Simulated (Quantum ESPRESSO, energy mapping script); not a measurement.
## FeH2O2 monolayer: J from the energies of magnetic orders

How strongly do the moments of FeH2O2 monolayer couple under PBE+U (2.25 eV), QE, GBRV? The plan is to run several orders and fit a Heisenberg model.

Method: PBE with U = 2.25 eV on Fe d, ortho-atomic projectors; plane waves, U on orthogonalised atomic orbitals unless named otherwise, collinear spin, no spin–orbit coupling, in Quantum ESPRESSO 7.5.

Most raw output is cut from this account.

## Step 1: The structure

The cell holds 5 atoms: 1 Fe, 2 O and 2 H. Cell: a = 3.302 Å, b = 3.311 Å, c = 18.953 Å, α = 90.0°, β = 90.0°, γ = 119.9°. It derives from FeH2O2. one layer cut from the bulk crystal, unrelaxed, 15 A of vacuum. Vacuum lies along c.

The cell comes from a database of computed structures, and need not be the one that the compound takes in experiment.

A Hubbard U penalises fractional filling of the shell. It raises the cost of virtual hops to the neighbours, so couplings that rest on such hops usually weaken. These runs use Quantum ESPRESSO.

## Step 2: Which atoms carry moments

One run in the crystal's own cell, under PBE with U = 3.38 eV on Fe d, ortho-atomic projectors, Quantum ESPRESSO with GBRV potentials, shows which elements keep a moment. Transition or f elements with 0.3 μB or more enter the spin model; moments induced on other atoms do not.

File pw.in:

```
&control
  calculation = 'scf'
  prefix = 'pw'
  outdir = './tmp/'
  pseudo_dir = './pseudo/'
  verbosity = 'low'
/
&system
  ibrav = 0
  nat = 5
  ntyp = 3
  ecutwfc = 45
  ecutrho = 360
  nbnd = 26
  occupations = 'smearing'
  smearing = 'fd'
  degauss = 0.00367493
  nspin = 2
  starting_magnetization(1) = 0.2500
/
&electrons
  conv_thr = 1.2e-08
  electron_maxstep = 120
  mixing_beta = 0.3
  mixing_mode = 'plain'
/
ATOMIC_SPECIES
  Fe 55.8450 Fe.upf
  O 15.9990 O.upf
  H 1.0080 H.upf
CELL_PARAMETERS angstrom
  3.30172000 0.00000000 0.00000000
  -1.65086000 2.86958800 0.00000000
  0.00000000 0.00000000 18.95250500
ATOMIC_POSITIONS crystal
  Fe 0.03115800 0.00000000 0.50000000
  O 0.36410550 0.65100100 0.44521200
  O 0.71310450 0.34899900 0.55478800
  H 0.79890100 0.34735500 0.60427400
  H 0.45154600 0.65264500 0.39572600
K_POINTS automatic
  8 8 1 0 0 0
HUBBARD {ortho-atomic}
U Fe-3d 3.38
```

Command:

```console
OMP_NUM_THREADS=1 mpirun -n 4 pw.x -nk 4 -in pw.in > pw.out
```

The job ended after 73 s (4 MPI ranks of Arm Neoverse V2, shared host; peak memory 1.1 GiB; 4.9 min of CPU time).

Spin moment in the sphere by atom:

```tsv
atom	spin moment in the sphere (μB)
Fe1	3.53
O2	0.04
O3	0.04
H4	0.00
H5	0.00
```

The run ends ferromagnetic; Fe carries the moments.

## Step 3: Order 1: parallel, cell A of 10 atoms

The parallel order is the zero of energy for this cell and mesh.

The potential files are GBRV's for PBE; pw.x takes the functional from them.

File pw.in:

```
&control
  calculation = 'scf'
  prefix = 'pw'
  outdir = './tmp/'
  pseudo_dir = './pseudo/'
  verbosity = 'low'
/
&system
  ibrav = 0
  nat = 10
  ntyp = 3
  ecutwfc = 45
  ecutrho = 360
  nbnd = 47
  occupations = 'smearing'
  smearing = 'fd'
  degauss = 0.00367493
  nspin = 2
  starting_magnetization(1) = 0.2500
/
&electrons
  conv_thr = 2.5e-08
  electron_maxstep = 120
  mixing_beta = 0.3
  mixing_mode = 'plain'
/
ATOMIC_SPECIES
  Fe 55.8450 Fe.upf
  O 15.9990 O.upf
  H 1.0080 H.upf
CELL_PARAMETERS angstrom
  3.30172000 0.00000000 0.00000000
  -3.30172000 5.73917600 0.00000000
  0.00000000 0.00000000 18.95250500
ATOMIC_POSITIONS crystal
  Fe 0.03115800 0.00000000 0.50000000
  Fe 0.03115800 0.50000000 0.50000000
  O 0.36410550 0.32550050 0.44521200
  O 0.36410550 0.82550050 0.44521200
  O 0.71310450 0.17449950 0.55478800
  O 0.71310450 0.67449950 0.55478800
  H 0.79890100 0.17367750 0.60427400
  H 0.79890100 0.67367750 0.60427400
  H 0.45154600 0.32632250 0.39572600
  H 0.45154600 0.82632250 0.39572600
K_POINTS automatic
  12 6 1 0 0 0
HUBBARD {ortho-atomic}
U Fe-3d 2.25
```

Elapsed: 7.3 min, on 4 MPI ranks; peak memory 2.4 GiB.

Spin moment in the sphere by atom:

```tsv
atom	spin moment in the sphere (μB)
Fe1	3.51
Fe2	3.51
O3	0.05
O4	0.05
O5	0.05
O6	0.05
H7	0.00
H8	0.00
H9	0.00
H10	0.00
```

The run ends ferromagnetic.

## Step 4: Run 2 (compensated +−; cell A, 10 atoms)

Reversing part of the moments probes the couplings between the two sets.

pw.in: that of step 3 with these lines changed.

```diff
@@ -10,6 +10,6 @@
   nat = 10
-  ntyp = 3
+  ntyp = 4
   ecutwfc = 45
   ecutrho = 360
-  nbnd = 47
+  nbnd = 42
   occupations = 'smearing'
@@ -19,2 +19,3 @@
   starting_magnetization(1) = 0.2500
+  starting_magnetization(2) = -0.2500
 /
@@ -27,3 +28,4 @@
 ATOMIC_SPECIES
-  Fe 55.8450 Fe.upf
+  Fe1 55.8450 Fe.upf
+  Fe2 55.8450 Fe.upf
   O 15.9990 O.upf
@@ -35,4 +37,4 @@
 ATOMIC_POSITIONS crystal
-  Fe 0.03115800 0.00000000 0.50000000
-  Fe 0.03115800 0.50000000 0.50000000
+  Fe1 0.03115800 0.00000000 0.50000000
+  Fe2 0.03115800 0.50000000 0.50000000
   O 0.36410550 0.32550050 0.44521200
@@ -48,2 +50,3 @@
 HUBBARD {ortho-atomic}
-U Fe-3d 2.25
+U Fe1-3d 2.25
+U Fe2-3d 2.25
```

Run time: 18 min. Hardware: 4 MPI ranks; peak memory 2.3 GiB.

The run was stopped unfinished when the time set aside for it ran out, so what it printed is not taken as a result.

## Step 5: Run 3 (parallel; cell B, 15 atoms)

The parallel order again, as the reference for this cell.

File pw.in:

```
&control
  calculation = 'scf'
  prefix = 'pw'
  outdir = './tmp/'
  pseudo_dir = './pseudo/'
  verbosity = 'low'
/
&system
  ibrav = 0
  nat = 15
  ntyp = 3
  ecutwfc = 45
  ecutrho = 360
  nbnd = 68
  occupations = 'smearing'
  smearing = 'fd'
  degauss = 0.00367493
  nspin = 2
  starting_magnetization(1) = 0.2500
/
&electrons
  conv_thr = 3.7e-08
  electron_maxstep = 120
  mixing_beta = 0.3
  mixing_mode = 'plain'
/
ATOMIC_SPECIES
  Fe 55.8450 Fe.upf
  O 15.9990 O.upf
  H 1.0080 H.upf
CELL_PARAMETERS angstrom
  3.30172000 0.00000000 0.00000000
  -4.95258000 8.60876400 0.00000000
  0.00000000 0.00000000 18.95250500
ATOMIC_POSITIONS crystal
  Fe 0.03115800 0.00000000 0.50000000
  Fe 0.03115800 0.33333333 0.50000000
  Fe 0.03115800 0.66666667 0.50000000
  O 0.36410550 0.21700033 0.44521200
  O 0.36410550 0.55033367 0.44521200
  O 0.36410550 0.88366700 0.44521200
  O 0.71310450 0.11633300 0.55478800
  O 0.71310450 0.44966633 0.55478800
  O 0.71310450 0.78299967 0.55478800
  H 0.79890100 0.11578500 0.60427400
  H 0.79890100 0.44911833 0.60427400
  H 0.79890100 0.78245167 0.60427400
  H 0.45154600 0.21754833 0.39572600
  H 0.45154600 0.55088167 0.39572600
  H 0.45154600 0.88421500 0.39572600
K_POINTS automatic
  12 4 1 0 0 0
HUBBARD {ortho-atomic}
U Fe-3d 2.25
```

It took 18 min on 4 MPI ranks; peak memory 3.4 GiB.

The run was stopped unfinished when the time set aside for it ran out, so what it printed is not taken as a result.

## Step 6: Order 4: parallel, cell C of 15 atoms

File pw.in:

```
&control
  calculation = 'scf'
  prefix = 'pw'
  outdir = './tmp/'
  pseudo_dir = './pseudo/'
  verbosity = 'low'
/
&system
  ibrav = 0
  nat = 15
  ntyp = 3
  ecutwfc = 45
  ecutrho = 360
  nbnd = 68
  occupations = 'smearing'
  smearing = 'fd'
  degauss = 0.00367493
  nspin = 2
  starting_magnetization(1) = 0.2500
/
&electrons
  conv_thr = 3.7e-08
  electron_maxstep = 120
  mixing_beta = 0.3
  mixing_mode = 'plain'
/
ATOMIC_SPECIES
  Fe 55.8450 Fe.upf
  O 15.9990 O.upf
  H 1.0080 H.upf
CELL_PARAMETERS angstrom
  0.00000000 5.73917600 0.00000000
  -4.95258000 8.60876400 0.00000000
  0.00000000 0.00000000 18.95250500
ATOMIC_POSITIONS crystal
  Fe 0.03115800 0.97922800 0.50000000
  Fe 0.03115800 0.31256133 0.50000000
  Fe 0.03115800 0.64589467 0.50000000
  O 0.36410550 0.97426333 0.44521200
  O 0.36410550 0.30759667 0.44521200
  O 0.36410550 0.64093000 0.44521200
  O 0.71310450 0.64093000 0.55478800
  O 0.71310450 0.97426333 0.55478800
  O 0.71310450 0.30759667 0.55478800
  H 0.79890100 0.58318433 0.60427400
  H 0.79890100 0.91651767 0.60427400
  H 0.79890100 0.24985100 0.60427400
  H 0.45154600 0.91651767 0.39572600
  H 0.45154600 0.24985100 0.39572600
  H 0.45154600 0.58318433 0.39572600
K_POINTS automatic
  12 8 1 0 0 0
HUBBARD {ortho-atomic}
U Fe-3d 2.25
```

It took 10 min on 4 MPI ranks; peak memory 4.8 GiB.

The run was stopped unfinished when the time set aside for it ran out, so what it printed is not taken as a result.

## Step 7: The fit

Each energy difference is a sum of couplings weighted by the pairs that the order reverses. A few near shells are fitted to the differences by least squares. Energies are those extrapolated to zero occupation width, not the free energies F.

Energies from the parallel order of the same cell:

```tsv
order	atoms	energy (meV a magnetic atom)	moments (μB)	moments kept as typed
parallel in cell A	10	0.00	3.51	yes
```

No pair of orders in one cell converged with its signs kept, so no coupling can be fitted.

## Step 8: Summary of results

```yaml
couplings: not obtained
```

Too few runs finished in the time allowed to form a difference.

[Logs and program files are shortened in this print: banners, set-up blocks, solver, clock and traceback lines can be left out without a mark of their own.]

[Logs are printed without paths, hosts, clocks, repeated set-up lines and the standing remarks that a program may print on its own settings, such as how far it seeks lower states.]

[Hosts, paths, dates, database ids (printed as entryN), source tags and the programs' standing remarks are cut or masked in the printed files.]

[Where a cell is said to come from a database of computed structures, the database is the Materials Project.]
